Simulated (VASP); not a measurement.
# AlN (P6_3mc) in VASP: a series of runs, part 3 of 4

VASP 6.6.1. The steps go on from the part before.

**4. G0W0 quasiparticle levels, PBE**

POSCAR

```
AlN
1.0
    3.1130000000      0.0000000000      0.0000000000
   -1.5565000000      2.6959370820      0.0000000000
    0.0000000000      0.0000000000      4.9810000000
Al N
2 2
Direct
    0.6666666667      0.3333333333      0.5000000000
    0.3333333333      0.6666666667      0.0000000000
    0.6666666667      0.3333333333      0.8800000000
    0.3333333333      0.6666666667      0.3800000000
```

INCAR.step1

```
SYSTEM = AlN
PREC = Accurate
ENCUT = 450
EDIFF = 1E-8
ISMEAR = 0
SIGMA = 0.01
LREAL = .False.
LASPH = .True.
NELM = 100
ALGO = Normal
LWAVE = .True.
LCHARG = .False.
GGA = PE
```

INCAR.step2

```
SYSTEM = AlN
PREC = Accurate
ENCUT = 450
EDIFF = 1E-8
ISMEAR = 0
SIGMA = 0.01
LREAL = .False.
LASPH = .True.
NELM = 1
ALGO = Exact
LWAVE = .True.
LCHARG = .False.
GGA = PE
NBANDS = 108
LOPTICS = .True.
ISTART = 1
```

INCAR.step3

```
SYSTEM = AlN
PREC = Accurate
ENCUT = 450
EDIFF = 1E-8
ISMEAR = 0
SIGMA = 0.01
LREAL = .False.
LASPH = .True.
ALGO = EVGW0
LWAVE = .False.
LCHARG = .False.
GGA = PE
NELMGW = 1
NBANDS = 108
ENCUTGW = 50
NOMEGA = 48
PRECFOCK = Fast
ISTART = 1
NBANDSGW = 16
```

KPOINTS

```
Automatic mesh
0
Gamma
  4 4 3
  0 0 0
```

Potentials or basis: VASP PAW PBE potentials, release 64 (Al_GW, N_GW).

Started as:

```
$ cat potpaw_PBE.64/Al_GW/POTCAR potpaw_PBE.64/N_GW/POTCAR > POTCAR
$ cp INCAR.step1 INCAR
$ mpirun -np 1 vasp_std > vasp.out
$ cp INCAR.step2 INCAR
$ mpirun -np 1 vasp_std > vasp.out
$ cp INCAR.step3 INCAR
$ mpirun -np 1 vasp_std > vasp.out
```

OUTCAR:

```text
SYSTEM = AlN
   PREC = Accurate
   ENCUT = 450
   EDIFF = 1E-8
   ISMEAR = 0
   LREAL = .False.
   LASPH = .True.
   GGA = PE
   NELMGW = 1
   ENCUTGW = 50
   PRECFOCK = Fast
   ISTART = 1

 Found      8 irreducible k-points:

 Following reciprocal coordinates:
            Coordinates               Weight
  0.000000  0.000000  0.000000      1.000000
  0.250000 -0.000000  0.000000      6.000000
  0.500000 -0.000000  0.000000      3.000000
  0.250000  0.250000  0.000000      6.000000
  0.000000  0.000000  0.333333      2.000000
  0.250000 -0.000000  0.333333     12.000000
   k-points           NKPTS =      8   k-points in BZ     NKDIM =     48   number of bands    NBANDS=    108
   number of dos      NEDOS =    301   number of ions     NIONS =      4
   total plane-waves  NPLWV =  20736
   dimension x,y,z NGX =    24 NGY =   24 NGZ =   36
   dimension x,y,z NGXF=    48 NGYF=   48 NGZF=   72
   ions per type =               2   2
   NGX,Y,Z   is equivalent  to a cutoff of  12.82, 12.82, 12.02 a.u.
   NGXF,Y,Z  is equivalent  to a cutoff of  25.63, 25.63, 24.03 a.u.
 SYSTEM =  AlN
   PREC   = accura    normal or accurate (medium, high low for compatibility)
   ISTART =      1    job   : 0-new  1-cont  2-samecut
   ICHARG =      0    charge: 1-file 2-atom 10-const
   ISPIN  =      1    spin polarized calculation?
   LNONCOLLINEAR =      F non collinear calculations
   LSORBIT =      F    spin-orbit coupling
   LASPH  =      T    aspherical Exc in radial PAW
   ENCUT  =  450.0 eV  33.07 Ry    5.75 a.u.   5.38  5.38  8.62*2*pi/ulx,y,z
   NELM   =     60;   NELMIN=  2; NELMDL=  0     # of ELM steps
   EDIFF  = 0.1E-07   stopping-criterion for ELM
   LREAL  =      F    real-space projection
   EDIFFG = 0.1E-06   stopping-criterion for IOM
   NSW    =      0    number of steps for IOM
   IBRION =     -1    ionic relax: 0-MD 1-quasi-New 2-CG
   NFREE  =      0    steps in history (QN), initial steepest desc. (CG)
   ISIF   =      0    stress and relaxation
   ISYM   =      3    0-nonsym 1-usesym 2-fastsym
   POTIM  = 0.5000    time-step for ionic-motion
   TEBEG  =    0.0;   TEEND  =   0.0 temperature during run
   PSTRESS=    0.0 pullay stress
   NELECT =      16.0000    total number of electrons
   NUPDOWN=      -1.0000    fix difference up-down
   EMIN   =  10.00;   EMAX   =-10.00  energy-range for DOS
   EFERMI =   0.00;   METHOD = LEGACY
   ISMEAR =     0;   SIGMA  =   0.01  broadening in eV -4-tet -1-fermi 0-gaus
   EFERMI_NEDOS =   21; number of points for ismear=-14 and -15
   IALGO  =     38    algorithm
   IMIX   =      4    mixing-type and parameters
     AMIX     =   0.40;   BMIX     =  1.00
     AMIX_MAG =   1.60;   BMIX_MAG =  1.00
  volume/ion in A,a.u.               =      10.45        70.52
  Fermi-wavevector in a.u.,A,eV,Ry     =   1.188629  2.246183 19.222843  1.412839
  Thomas-Fermi vector in A             =   2.324754
   LORBIT       =      0    0 simple, 1 ext, 2 COOP (PROOUT), +10 PAW based schemes
   GGA     = PE    functional components
   LHFCALC =     T    Hartree Fock is set to
   PRECFOCK=fast      Normal, Fast or Accurate (Low or Medium for compatibility)
   ENCUT4O =  -1.0   cutoff for four orbital integrals eV
   NKREDX  =     1    reduce k-point grid by
   NKREDY  =     1    reduce k-point grid by
   NKREDZ  =     1    reduce k-point grid by
   AEXX    =    1.0000 exact exchange contribution
   HFSCREEN=    0.0000 screening length (either q_TF or 0.3 A-1)
   HFSCREENC=   0.0000 screening length for correlation (either q_TF or 0.3 A-1)
   ENCUTFOCK=  -1.0 apply spherical cutoff to Coloumb kernel
   IVDW    =     0    specifies the selected vdW correction
   LEPSILON=     F    determine dielectric tensor
   LRPA    =     F    only Hartree local field effects (RPA)
   LRPAFORCE           =     F    calculate RPA forces
   ENCUTGW             =  50.0    cutoff for response function in eV
   ENCUTGWSOFT         =  40.0    soft cutoff for Coulomb kernel in GW response function in eV
   ENCUTLF             =  -1.0    cutoff for local field effects
   NELMGW              =     1    number of iterations in solving QP/BSE equation
   NELMHF              =     1    number of iterations in the inner HF iteration
   NKREDLFX            =     1    NKREDLFY  =   1   NKREDLFZ  =   1
 non-spin polarized calculation
 Gauss-broadening in eV      SIGMA  =   0.01
  energy-cutoff  :      450.00
  volume of cell :       41.80
 maximum number of plane-waves:       929
 NGX is ok and might be reduce to    24
  NGX = 12; NGY = 12; NGZ = 20
   NGX = 11   NGY = 11   NGZ = 17
 maximum number of plane-waves:        38
 NGX is ok and might be reduce to    10

 QP shifts <psi_nk| G(iteration)W_0 |psi_nk>: iteration 1
 for sc-GW calculations column KS-energies equals QP-energies in previous step
 and V_xc(KS)=  KS-energies - (<T + V_ion + V_H > + <T+V_H+V_ion>^1  + <V_x>^1)

 k-point   1 :       0.0000    0.0000    0.0000
  band No.  KS-energies  QP-energies   sigma(KS)   V_xc(KS)     V^pw_x(r,r')   Z            occupation Imag(sigma)

      1     -10.0517     -11.4208     -16.6738     -14.7935     -24.7724       0.7282       2.0000       1.2143
      2      -7.9009      -9.1441     -18.0672     -16.3505     -25.8675       0.7242       2.0000       0.8805
      3      -0.8685      -1.8946     -14.0490     -12.6477     -18.5133       0.7322       2.0000       0.2233
      4       4.2844       3.7667     -16.9628     -16.3010     -20.6613       0.7822       2.0000       0.1037
      5       4.2844       3.7667     -16.9628     -16.3010     -20.6613       0.7822       2.0000       0.1037
      6       4.9402       4.5403     -17.2773     -16.7686     -20.8670       0.7862       2.0000       0.0973
[... 8 lines left out ...]
     15      18.2584      19.4201      -9.0382     -10.4987      -4.0010       0.7954       0.0000      -0.1601
     16      18.2584      19.4201      -9.0382     -10.4987      -4.0010       0.7954       0.0000      -0.1601
[... 84 lines left out ...]
      1      -8.9399     -10.2253     -17.2084     -15.4331     -25.1425       0.7240       2.0000       1.0410
      2      -8.0738      -9.3149     -17.8192     -16.0983     -25.6254       0.7212       2.0000       0.9017
      3       0.5772      -0.3626     -14.9707     -13.7204     -19.1077       0.7517       2.0000       0.1645
      4       1.6876       0.8383     -15.5478     -14.4378     -19.4158       0.7652       2.0000       0.1370
      5       2.7397       1.9880     -15.7114     -14.7395     -19.4404       0.7734       2.0000       0.1198
      6       3.8308       3.2266     -16.5936     -15.8186     -20.3041       0.7797       2.0000       0.1081
[... 8 lines left out ...]
     15      17.4708      18.5404      -9.1018     -10.4448      -4.1306       0.7964       0.0000      -0.1577
     16      18.3466      19.4960      -9.5055     -10.9654      -4.3008       0.7873       0.0000      -0.2005

 [... further k-points ...]
```

OUTCAR.step2:

```text
SYSTEM = AlN
   PREC = Accurate
   ENCUT = 450
   EDIFF = 1E-8
[... 588 lines left out ...]
  --------------------------------------------------------------------------------------------------------------
     0.00000     4.97599     4.97599     4.89937     0.00000     0.00000     0.00000
     1.31786     5.08888     5.08888     5.01539     0.00000     0.00000     0.00000
     2.63572     5.50676     5.50676     5.45482     0.00000     0.00000     0.00000
     3.95357     7.03824     7.03824     7.45966     0.00000     0.00000     0.00000
     5.27143     7.53071     7.53071     7.67392     0.00000     0.00000     0.00000
     6.58929     8.70273     8.70273     7.41130     0.00000     0.00000    -0.00000
[... 92 lines left out ...]
   129.15009     0.96768     0.96768     0.96815    -0.00000    -0.00000    -0.00000
   130.46795     0.96839     0.96839     0.96886    -0.00000    -0.00000    -0.00000
```

Run time: 57 s. Hardware: 1 thread of Intel Xeon Platinum 8488C (Sapphire Rapids), shared host; peak memory 0.33 GiB.

These settings aren't checked as converged: the numbers below hold their error.

What came out:

| Property | Result |
| --- | --- |
| Band gap on the k mesh, mean-field level | 4.21 eV, direct |
| Quasiparticle gap | 5.27 eV |
| Least direct quasiparticle gap | 5.27 eV |

Caveat: the k mesh is coarse (spacing up to 0.58 Å⁻¹), so the values aren't converged; bands, screening cutoff and mesh are small and nothing is extrapolated, so the quasiparticle values aren't converged.

(Part 3 of 4 ends here.)
